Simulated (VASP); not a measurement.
# SnO2 (Cassiterite) (P4_2/mnm) in VASP: further runs

The runs below take SnO2 (Cassiterite) through phonons, dielectric tensor, with LDA, r2SCAN, PBEsol.

All numbers are computed with VASP 6.6.1; they aren't measurements. Logs are shortened: lines on timing, memory, paths and dates and some standing lists are left out, and cuts for length are marked.

## Step 1: The structure

The structure is tetragonal, space group P4_2/mnm (No. 136). The conventional cell has a = 4.727 Å, b = 4.727 Å, c = 3.196 Å, α = 90.00°, β = 90.00°, γ = 90.00°. Sn (site symmetry mmm) is surrounded by 6 O at 2.05 to 2.06 Å. O (site symmetry m2m) is surrounded by 3 Sn at 2.05 to 2.06 Å.

## Step 2: Phonons, LDA

POSCAR

```
SnO2
1.0
    4.7272627550      0.0000000000      0.0000000000
   -0.0000000000      4.7272627550      0.0000000000
    0.0000000000      0.0000000000      3.1959016020
  Sn              O
     2     4
Direct
     0.0000000000000000    0.0000000000000000    1.0000000000000000
     0.5000000000000000    0.5000000000000000    0.5000000000000000
     0.3060366240368579    0.3060366240368579    1.0000000000000000
     0.1939633759631421    0.8060366240368579    0.5000000000000000
     0.6939633759631421    0.6939633759631421    0.0000000000000000
     0.8060366240368579    0.1939633759631421    0.5000000000000000
```

INCAR.step1

```
SYSTEM = SnO2
  PREC = Accurate
  ENCUT = 600
  EDIFF = 1E-8
  ISMEAR = 0
  SIGMA = 0.03
  LREAL = .False.
  LASPH = .True.
  NELM = 80
  ALGO = Fast
  ISIF = 3
  LWAVE = .False.
  LCHARG = .False.
  GGA = CA
  KPAR = 2
  IBRION = 2
  NSW = 40
  EDIFFG = -0.002
```

INCAR.step2

```
SYSTEM = SnO2
  PREC = Accurate
  ENCUT = 600
  EDIFF = 1E-8
  ISMEAR = 0
  SIGMA = 0.03
  LREAL = .False.
  LASPH = .True.
  NELM = 80
  ALGO = Fast
  ISIF = 2
  LWAVE = .False.
  LCHARG = .False.
  GGA = CA
  KPAR = 2
  IBRION = 6
  NFREE = 2
  POTIM = 0.015
  NSW = 1
```

KPOINTS

```
Automatic mesh
0
Gamma
  6 6 8
  0 0 0
```

Potentials or basis: VASP PAW LDA potentials, release 64 (Sn_d, O).

Command:

```console
> cat potpaw_LDA.64/Sn_d/POTCAR potpaw_LDA.64/O/POTCAR > POTCAR
> cp INCAR.step1 INCAR
> mpirun -np 2 vasp_std > vasp.out
> cp CONTCAR POSCAR
> cp INCAR.step2 INCAR
> mpirun -np 2 vasp_std > vasp.out
```

OUTCAR:

```text
SYSTEM = SnO2
   PREC = Accurate
   ENCUT = 600
   EDIFF = 1E-8
   ISMEAR = 0
   LREAL = .False.
   LASPH = .True.
   NELM = 80
   ISIF = 2
   GGA = CA
   IBRION = 6
   NFREE = 2
   POTIM = 0.015
   NSW = 1

 ion  position               nearest neighbor table
   1  0.000  0.000  0.000-   3 2.05   5 2.05   4 2.06   6 2.06   4 2.06   6 2.06   2 3.70   2 3.70
                             2 3.70   2 3.70   2 3.70   2 3.70   2 3.70   2 3.70
   2  0.500  0.500  0.500-   4 2.05   6 2.05   5 2.06   3 2.06   3 2.06   5 2.06   1 3.70   1 3.70
                             1 3.70   1 3.70   1 3.70   1 3.70   1 3.70   1 3.70
   3  0.306  0.306  0.000-   1 2.05   2 2.06   2 2.06
   4  0.194  0.806  0.500-   2 2.05   1 2.06   1 2.06
   5  0.694  0.694  0.000-   1 2.05   2 2.06   2 2.06
   6  0.806  0.194  0.500-   2 2.05   1 2.06   1 2.06

  LATTYP: Found a simple tetragonal cell.
 ALAT       =     4.7271415354
 C/A-ratio  =     0.6761434337

  Lattice vectors:

 A1 = (   4.7271415354,   0.0000000000,   0.0000000000)
 A2 = (   0.0000000000,   4.7271415354,   0.0000000000)
 A3 = (   0.0000000000,   0.0000000000,   3.1962257091)

Analysis of symmetry for initial positions (statically):
=====================================================================
 Subroutine PRICEL returns:
 Original cell was already a primitive cell.

 Routine SETGRP: Setting up the symmetry group for a
 simple tetragonal supercell.

 Subroutine GETGRP returns: Found 16 space group operations
 (whereof  8 operations were pure point group operations)
 out of a pool of 16 trial point group operations.

The static configuration has the point symmetry D_2h.
 The point group associated with its full space group is D_4h.

Analysis of symmetry for dynamics (positions and initial velocities):
=====================================================================
 Subroutine PRICEL returns:
 Original cell was already a primitive cell.

 Routine SETGRP: Setting up the symmetry group for a
 simple tetragonal supercell.

 Subroutine GETGRP returns: Found 16 space group operations
 (whereof  8 operations were pure point group operations)
 out of a pool of 16 trial point group operations.

The dynamic configuration has the point symmetry D_2h.
 The point group associated with its full space group is D_4h.

 Subroutine INISYM returns: Found 16 space group operations
 (whereof  8 operations are pure point group operations),
 and found     1 'primitive' translations

----------------------------------------------------------------------------------------

                                     Primitive cell

  volume of cell :      71.4224

  direct lattice vectors                    reciprocal lattice vectors
     4.727141535  0.000000000  0.000000000     0.211544332  0.000000000  0.000000000
     0.000000000  4.727141535  0.000000000     0.000000000  0.211544332  0.000000000
     0.000000000  0.000000000  3.196225709     0.000000000  0.000000000  0.312869018

  length of vectors
     4.727141535  4.727141535  3.196225709     0.211544332  0.211544332  0.312869018

  position of ions in fractional coordinates (direct lattice)
     0.000000000  0.000000000  0.000000000
     0.500000000  0.500000000  0.500000000
     0.306040871  0.306040871  0.000000000
     0.193959129  0.806040871  0.500000000
     0.693959129  0.693959129  0.000000000
     0.806040871  0.193959129  0.500000000

  ion indices of the primitive-cell ions
   primitive index   ion index
                 1           1
                 2           2
                 3           3
[... 79 lines left out ...]
   IBRION =      6    ionic relax: 0-MD 1-quasi-New 2-CG
   NFREE  =      2    steps in history (QN), initial steepest desc. (CG)
   ISIF   =      2    stress and relaxation
   ISYM   =      2    0-nonsym 1-usesym 2-fastsym
   POTIM  = 0.0150    time-step for ionic-motion
   TEBEG  =    0.0;   TEEND  =   0.0 temperature during run
   PSTRESS=    0.0 pullay stress
   NELECT =      52.0000    total number of electrons
   NUPDOWN=      -1.0000    fix difference up-down
   EMIN   =  10.00;   EMAX   =-10.00  energy-range for DOS
   EFERMI =   0.00;   METHOD = LEGACY
   ISMEAR =     0;   SIGMA  =   0.03  broadening in eV -4-tet -1-fermi 0-gaus
   EFERMI_NEDOS =   21; number of points for ismear=-14 and -15
   IALGO  =     68    algorithm
   IMIX   =      4    mixing-type and parameters
     AMIX     =   0.40;   BMIX     =  1.00
     AMIX_MAG =   1.60;   BMIX_MAG =  1.00
  volume/ion in A,a.u.               =      11.90        80.33
  Fermi-wavevector in a.u.,A,eV,Ry     =   1.472757  2.783107 29.511211  2.169013
  Thomas-Fermi vector in A             =   2.587733
   LORBIT       =      0    0 simple, 1 ext, 2 COOP (PROOUT), +10 PAW based schemes
   GGA     = CA    functional components
   LHFCALC =     F    Hartree Fock is set to
   AEXX    =    0.0000 exact exchange contribution
   IVDW    =     0    specifies the selected vdW correction
   LEPSILON=     F    determine dielectric tensor
   LRPA    =     F    only Hartree local field effects (RPA)
 finite differences with symmetry
 non-spin polarized calculation
 RMM-DIIS sequential band-by-band and
 Gauss-broadening in eV      SIGMA  =   0.03
  energy-cutoff  :      600.00
  volume of cell :       71.42
 maximum number of plane-waves:      2425
 NGX is ok and might be reduce to    40
   NGX = 19   NGY = 19   NGZ = 13

--------------------------------------- Ionic step        1  -------------------------------------------

 number of electron      51.9999995 magnetization

 Free energy of the ion-electron system (eV)
  ---------------------------------------------------
  ext. energy  EPLUGINS =         0.00000000
  ---------------------------------------------------
  free energy    TOTEN  =       -42.29208392 eV

  energy without entropy =      -42.29208392  energy(sigma->0) =      -42.29208392

------------------------ aborting loop because EDIFF is reached ----------------------------------------

  FORCE on cell =-STRESS in cart. coord.  units (eV):
  Direction    XX          YY          ZZ          XY          YZ          ZX
  --------------------------------------------------------------------------------------
  -------------------------------------------------------------------------------------
  Total       -0.0078530     -0.0078530     -0.0059073      0.0000000      0.0000000      0.0000000
  in kB       -0.1761618     -0.1761618     -0.1325154      0.0000000      0.0000000      0.0000000
  external PRESSURE =      -0.1616130 kB  Pullay stress =       0.0000000 kB
[... 307 lines left out ...]
--------------------------------------- Ionic step        9  -------------------------------------------

 number of electron      51.9999996 magnetization

 Free energy of the ion-electron system (eV)
  ---------------------------------------------------
  ext. energy  EPLUGINS =         0.00000000
  ---------------------------------------------------
  free energy    TOTEN  =       -42.29060228 eV

  energy without entropy =      -42.29060228  energy(sigma->0) =      -42.29060228

 E-fermi :   6.0401     XC(G=0): -11.8110

 val. band max:        5.8866517880   @ k =   0.0000   0.0000   0.0000
 cond. band min:       7.0350635609   @ k =   0.0000   0.0000   0.0000
 fundamental gap:      1.1484117729
 Fermi energy:         6.0400662175

 k-point     1 :       0.0000    0.0000    0.0000
  band No.  band energies     occupation
      1     -15.1228      2.00000
      2     -14.3488      2.00000
      3     -14.0835      2.00000
      4     -14.0648      2.00000
      5     -14.0642      2.00000
      6     -13.9880      2.00000
[... 805 lines left out ...]
     30      14.3943      0.00000
     31      15.2048      0.00000

 [... further k-points ...]
[... 5 lines left out ...]
  --------------------------------------------------------------------------------------
  -------------------------------------------------------------------------------------
  Total       -0.0037765     -0.0037765     -0.0014187      0.0024100     -0.0837940     -0.0837940
  in kB       -0.0847161     -0.0847161     -0.0318246      0.0540613     -1.8797003     -1.8797003
  external PRESSURE =      -0.0670856 kB  Pullay stress =       0.0000000 kB
[... 21 lines left out ...]
  FREE ENERGIE OF THE ION-ELECTRON SYSTEM (eV)
  ---------------------------------------------------
  free  energy   TOTEN  =       -42.2906022827 eV

  energy  without entropy=      -42.2906022827  energy(sigma->0) =      -42.29060228

 INTERNAL STRAIN TENSORS FROM DISPLACED ATOMS
 ============================================

 INTERNAL STRAIN TENSOR FOR ION    1 for displacements in x,y,z  (eV/Angst):
          X           Y           Z          XY          YZ          ZX
  --------------------------------------------------------------------------------
  x     0.00000     0.00000     0.00000     0.00000     0.00000     0.00000
  y     0.00000     0.00000     0.00000     0.00000     0.00000     0.00000
  z     0.00000     0.00000     0.00000     0.00000     0.00000     0.00000

 INTERNAL STRAIN TENSOR FOR ION    6 for displacements in x,y,z  (eV/Angst):
          X           Y           Z          XY          YZ          ZX
  --------------------------------------------------------------------------------
  x     1.40104     0.48632     5.19769     2.48186     0.00000     0.00000
  y    -0.48632    -1.40104    -5.19769    -2.48186     0.00000     0.00000
  z     0.00000     0.00000     0.00000     0.00000    -5.58585     5.58585

 Eigenvectors and eigenvalues of the dynamical matrix
 ----------------------------------------------------

   1 f  =   22.652027 THz   142.326883 2PiTHz  755.590288 cm-1    93.681214 meV
             X         Y         Z           dx          dy          dz
      0.000000  0.000000  0.000000    -0.000000    0.000000   -0.000000
      2.363571  2.363571  1.598113     0.000000    0.000000    0.000000
      1.446699  1.446699  0.000000     0.353553    0.353553   -0.000000
      0.916872  3.810269  1.598113     0.353553   -0.353553    0.000000
      3.280443  3.280443  0.000000    -0.353553   -0.353553   -0.000000
      3.810269  0.916872  1.598113    -0.353553    0.353553   -0.000000
[... 145 lines left out ...]
  18 f/i=    0.007395 THz     0.046462 2PiTHz    0.246658 cm-1     0.030582 meV
             X         Y         Z           dx          dy          dz
      0.000000  0.000000  0.000000    -0.562016    0.278485   -0.000000
      2.363571  2.363571  1.598113    -0.562062    0.278577   -0.000000
      1.446699  1.446699  0.000000    -0.206913    0.102722   -0.000000
      0.916872  3.810269  1.598113    -0.206674    0.102241   -0.000000
      3.280443  3.280443  0.000000    -0.206913    0.102722   -0.000000
      3.810269  0.916872  1.598113    -0.206674    0.102241   -0.000000

 ELASTIC MODULI CONTR FROM IONIC RELAXATION (kBar)
 Direction    XX          YY          ZZ          XY          YZ          ZX
 --------------------------------------------------------------------------------
 XX         -68.7621     55.0172    -37.8526      0.0000     -0.0000     -0.0000
 YY          55.0172    -68.7621    -37.8526      0.0000      0.0000      0.0000
 ZZ         -37.8526    -37.8526   -208.4873      0.0000     -0.0000     -0.0000
 XY           0.0000      0.0000      0.0000    -32.9070     -0.0000     -0.0000
 YZ          -0.0000      0.0000     -0.0000     -0.0000   -217.6431     -0.0000
 ZX          -0.0000      0.0000     -0.0000     -0.0000     -0.0000   -217.6431
 --------------------------------------------------------------------------------
```

Run time: 18 min. Hardware: 2 MPI ranks of Intel Xeon Platinum 8488C (Sapphire Rapids), shared host; peak memory 0.45 GiB.

What came out:

| Quantity | Value |
| --- | --- |
| Highest phonon frequency at Γ, LO-TO splitting left out | 756 cm⁻¹ |

Phonon frequencies in cm⁻¹ (negative: imaginary):
| q point | frequencies |
| --- | --- |
| (0.000, 0.000, 0.000) | 0 0 0 102 147 223 223 282 282 348 463 468 468 561 601 601 629 756 |

## Step 3: Dielectric tensor, LDA

INCAR

```
SYSTEM = SnO2
  PREC = Accurate
  ENCUT = 600
  EDIFF = 1E-8
  ISMEAR = 0
  SIGMA = 0.03
  LREAL = .False.
  LASPH = .True.
  NELM = 80
  ALGO = Fast
  ISIF = 2
  LWAVE = .False.
  LCHARG = .False.
  GGA = CA
  LEPSILON = .True.
  KPAR = 2
```

KPOINTS

```
Automatic mesh
0
Monkhorst
  8 8 12
  0 0 0
```

POSCAR

```
SnO2                                    
1.0
    4.7271415354      0.0000000000      0.0000000000
    0.0000000000      4.7271415354      0.0000000000
    0.0000000000      0.0000000000      3.1962257091
  Sn              O             
     2     4
Direct
     1.0000000000000000    0.0000000000000000    0.0000000000000000
     0.5000000000000000    0.5000000000000000    0.5000000000000000
     0.3060408709230222    0.3060408709230222    1.0000000000000000
     0.1939591290769777    0.8060408709230222    0.5000000000000000
     0.6939591290769778    0.6939591290769778    0.0000000000000000
     0.8060408709230222    0.1939591290769777    0.5000000000000000
```

Potentials or basis: VASP PAW LDA potentials, release 64 (Sn_d, O).

Command:

```console
> cat potpaw_LDA.64/Sn_d/POTCAR potpaw_LDA.64/O/POTCAR > POTCAR
> mpirun -np 2 vasp_std > vasp.out
```

OUTCAR:

```text
SYSTEM = SnO2
   PREC = Accurate
   ENCUT = 600
   EDIFF = 1E-8
   ISMEAR = 0
   LREAL = .False.
   LASPH = .True.
   NELM = 80
   ISIF = 2
   GGA = CA
   LEPSILON = .True.

 ion  position               nearest neighbor table
   1  0.000  0.000  0.000-   3 2.05   5 2.05   4 2.06   6 2.06   4 2.06   6 2.06   2 3.70   2 3.70
                             2 3.70   2 3.70   2 3.70   2 3.70   2 3.70   2 3.70
   2  0.500  0.500  0.500-   4 2.05   6 2.05   5 2.06   3 2.06   3 2.06   5 2.06   1 3.70   1 3.70
                             1 3.70   1 3.70   1 3.70   1 3.70   1 3.70   1 3.70
   3  0.306  0.306  0.000-   1 2.05   2 2.06   2 2.06
   4  0.194  0.806  0.500-   2 2.05   1 2.06   1 2.06
   5  0.694  0.694  0.000-   1 2.05   2 2.06   2 2.06
   6  0.806  0.194  0.500-   2 2.05   1 2.06   1 2.06

  LATTYP: Found a simple tetragonal cell.
 ALAT       =     4.7271415354
 C/A-ratio  =     0.6761434337

  Lattice vectors:

 A1 = (   4.7271415354,   0.0000000000,   0.0000000000)
 A2 = (   0.0000000000,   4.7271415354,   0.0000000000)
 A3 = (   0.0000000000,   0.0000000000,   3.1962257091)

Analysis of symmetry for initial positions (statically):
=====================================================================
 Subroutine PRICEL returns:
 Original cell was already a primitive cell.

 Routine SETGRP: Setting up the symmetry group for a
[... 1069 lines left out ...]
     0.00000  0.00205  0.00000           (  0.00000 -0.00001  0.00000)
     0.00000  0.00000 -0.00653           (  0.00000  0.00000 -0.00019)

 PIEZOELECTRIC TENSOR FIELD DIRECTION 3  (C/m^2)
 -----------------------------------------------------------------------------
     0.00046  0.00000  0.00000
     0.00000  0.00046  0.00000
     0.00000  0.00000 -0.00147

 MACROSCOPIC STATIC DIELECTRIC TENSOR (including local field effects in DFT)
 ------------------------------------------------------
           4.332170     0.000000     0.000000
           0.000000     4.332170     0.000000
           0.000000     0.000000     4.644072
 ------------------------------------------------------

 PIEZOELECTRIC TENSOR (including local field effects)  for field in x, y, z        (e  Angst)
          XX          YY          ZZ          XY          YZ          ZX
  --------------------------------------------------------------------------------
  x     0.00000     0.00000     0.00000     0.00000     0.00000     0.00000
  y     0.00000     0.00000     0.00000     0.00000     0.00000     0.00000
  z     0.00000     0.00000     0.00000     0.00000     0.00000     0.00000

 PIEZOELECTRIC TENSOR (including local field effects)  for field in x, y, z        (C/m^2)
          XX          YY          ZZ          XY          YZ          ZX
  --------------------------------------------------------------------------------
  x     0.00000     0.00000     0.00000     0.00000     0.00000     0.00000
  y     0.00000     0.00000     0.00000     0.00000     0.00000     0.00000
  z     0.00000     0.00000     0.00000     0.00000     0.00000     0.00000

 BORN EFFECTIVE CHARGES (including local field effects) (in |e|, cummulative output)
 ---------------------------------------------------------------------------------
 ion    1
    1     4.07199     0.42858     0.00000
    2     0.42858     4.07199     0.00000
    3     0.00000     0.00000     4.46343
 ion    2
    1     4.07199    -0.42858     0.00000
    2    -0.42858     4.07199     0.00000
    3     0.00000     0.00000     4.46343
 ion    3
    1    -2.03600    -0.68982     0.00000
    2    -0.68982    -2.03600     0.00000
    3     0.00000     0.00000    -2.23171
 ion    4
    1    -2.03600     0.68982     0.00000
    2     0.68982    -2.03600     0.00000
    3     0.00000     0.00000    -2.23171
 ion    5
    1    -2.03600    -0.68982     0.00000
    2    -0.68982    -2.03600     0.00000
    3     0.00000     0.00000    -2.23171
 ion    6
    1    -2.03600     0.68982     0.00000
    2     0.68982    -2.03600     0.00000
    3     0.00000     0.00000    -2.23171
```

stdout:

```text
POSCAR found type information on POSCAR SnO
 POSCAR found :  2 types and       6 ions
 scaLAPACK will be used
 LDA part: xc-table for (Slater(with rela. corr.)+CA(PZ))
 , standard interpolation
 POSCAR, INCAR and KPOINTS ok, starting setup
 FFT: planning ... GRIDC
 FFT: planning ... GRID_SOFT
 FFT: planning ... GRID
 WAVECAR not read
 entering main loop
[... 21 lines left out ...]
  Direction:   3
 dielectric tensor                  component  3 :    -0.550    -0.419     4.795
 Linear response to external field, progress :
  Direction:   1
 dielectric tensor                  component  1 :     4.332    -0.096    -0.216
 Linear response to external field, progress :
  Direction:   2
 dielectric tensor                  component  2 :    -0.096     4.332    -0.475
 Linear response to external field, progress :
  Direction:   3
 dielectric tensor                  component  3 :    -0.542    -0.413     4.644
 Born effective charges drift removed
```

Wall time 17 min (2 MPI ranks of Intel Xeon Platinum 8488C (Sapphire Rapids), shared host); peak memory 0.66 GiB.

What came out:

| Quantity | Value |
| --- | --- |
| Electronic dielectric tensor (diagonal) | 4.33, 4.33, 4.64 |
| Born charges (mean of the diagonal) | Sn +4.20; O -2.10 e |

Electronic dielectric tensor:
```
4.33 0.00 0.00
0.00 4.33 0.00
0.00 0.00 4.64
```

Born effective charge tensors (e):
atom 1, Sn
```
4.07 0.43 0.00
0.43 4.07 0.00
0.00 0.00 4.46
```
atom 2, Sn
```
 4.07 -0.43  0.00
-0.43  4.07  0.00
 0.00  0.00  4.46
```
atom 3, O
```
-2.04 -0.69  0.00
-0.69 -2.04  0.00
 0.00  0.00 -2.23
```
atom 4, O
```
-2.04  0.69  0.00
 0.69 -2.04  0.00
 0.00  0.00 -2.23
```
atom 5, O
```
-2.04 -0.69  0.00
-0.69 -2.04  0.00
 0.00  0.00 -2.23
```
atom 6, O
```
-2.04  0.69  0.00
 0.69 -2.04  0.00
 0.00  0.00 -2.23
```

(Part 1 of 3 ends here.)
